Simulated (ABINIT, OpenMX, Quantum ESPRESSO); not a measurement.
## TiS2: programs and potentials compared

```xyz
6
Lattice="3.4120 0.0000 0.0000 -1.7060 2.9549 0.0000 0.0000 0.0000 23.5425" Properties=species:S:1:pos:R:3 pbc="T T T"
S     1.7060    0.9850    7.5000
Ti    0.0000    0.0000    8.9238
S     0.0000    1.9699   10.3475
S     1.7060    0.9850   13.1950
Ti    0.0000    0.0000   14.6187
S     0.0000    1.9699   16.0425
```

Alike in all runs: functional PBE; k mesh 9 × 9 × 1; occupations fermi-dirac, width 0.05 eV; no spin polarisation; no spin-orbit coupling.

```json
{"program and potentials": "OpenMX, OpenMX 2013 PBE set, S7.0-s2p2d1f1, Ti7.0-s3p2d2, grid cutoff 400 Ry", "plane-wave cutoff (eV)": "-", "notes": "atomic basis", "largest force (eV/Å)": "0.219"}
{"program and potentials": "Quantum ESPRESSO, PseudoDojo 0.4.1 SR PBE standard", "plane-wave cutoff (eV)": "1143", "notes": "-", "largest force (eV/Å)": "0.154"}
{"program and potentials": "ABINIT, JTH PAW PBE v2.0", "plane-wave cutoff (eV)": "544", "notes": "-", "largest force (eV/Å)": "0.146"}
```

Force on atom 1 (S), eV/Å:

```json
{"program and potentials": "OpenMX, OpenMX 2013 PBE set, S7.0-s2p2d1f1, Ti7.0-s3p2d2, grid cutoff 400 Ry", "x": "-0.004", "y": "0.001", "z": "-0.219"}
{"program and potentials": "Quantum ESPRESSO, PseudoDojo 0.4.1 SR PBE standard", "x": "0.000", "y": "0.000", "z": "0.012"}
{"program and potentials": "ABINIT, JTH PAW PBE v2.0", "x": "0.000", "y": "0.000", "z": "-0.004"}
```

Rows in atomic bases carry the error of their basis and grid, which can be large.

The functional is the same throughout but for its coding, so the spread measures potentials, basis and numerics; runs on potential files found faulty are left out.
